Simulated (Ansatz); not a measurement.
Runs of Ansatz 0.2.0 on SnO. The structure is tetragonal, space group P4/nmm (No. 129). Conventional cell: a = 3.814 Å, b = 3.814 Å, c = 4.887 Å, α = 90.00°, β = 90.00°, γ = 90.00°. Sn (site symmetry 4mm) has 4 O at 2.23 Å as nearest neighbours. O (site symmetry -4m2) has 4 Sn at 2.23 Å as nearest neighbours. The cell is a database's computed one.

```tsv
task	level	spin	k mesh	cutoff (eV)	smearing	points for each segment of the path	atoms under strain	mesh quality	gap on the mesh (eV)	pressure (GPa)	largest force (eV/Å)
band structure	r2SCAN	SOC, no magnetisation	5 × 5 × 5	500	fermi-dirac 0.05 eV	14	-	not flagged	-	-0.5	0.13
Born charges and dielectric tensor	PBEsol	off	7 × 7 × 6	420	fixed	-	-	not flagged	0.35	-	-
band structure	HSE06	off	4 × 4 × 3	420	fermi-dirac 0.05 eV	4	-	coarse	0.52	-0.8	0.26
band structure	r2SCAN50	off	4 × 4 × 3	500	fermi-dirac 0.05 eV	4	-	coarse	(b)	-5.5	0.95
single point	LDA	off	7 × 7 × 6	420	gaussian 0.1 eV	-	-	not flagged	0.45	-3.3	0.24
elastic constants	PBEsol	off	5 × 5 × 5	420	fixed	-	clamped	not flagged	0.54	-0.5	0.07
density of states	LDA	off	7 × 7 × 6	420	tetrahedron	-	-	not flagged	0.45	-3.3	0.24
band structure	HF	off	4 × 4 × 3	420	fermi-dirac 0.05 eV	4	-	coarse	4.97	-0.8	1.14
band structure	B3LYP	off	4 × 4 × 3	420	fermi-dirac 0.05 eV	4	-	coarse	1.21	3.8	(a)
```

Alike in all rows: potentials or basis Ansatz PAW; cell as given.

Question: Estimate the missing entries.

Answer: (a) 0.04; (b) 2.36.

Caveats: some runs use coarse meshes; the PAW data sets come from PBE, with cores solved anew for the run's functional, which leaves a small shift of forces and pressure; spin-orbit coupling is left out, which moves the levels of the heavy elements (some runs); odd divisions of the mesh miss points on the zone boundary, where band edges often lie, so the gap on the mesh can be too wide (some runs); the thresholds are loose for stress (some runs); the gap is small at this level, which inflates the dielectric constant (some runs); with tetrahedron occupations forces and stress needn't match the slope of the energy (some runs); forces of over 1 eV/Å show positions far from the minimum, so gaps and moduli don't describe the material at rest (some runs).

A k mesh can miss the band edges, and rows without SOC leave out spin-orbit coupling on Sn.

Runs at the PBE level aren't shown here.
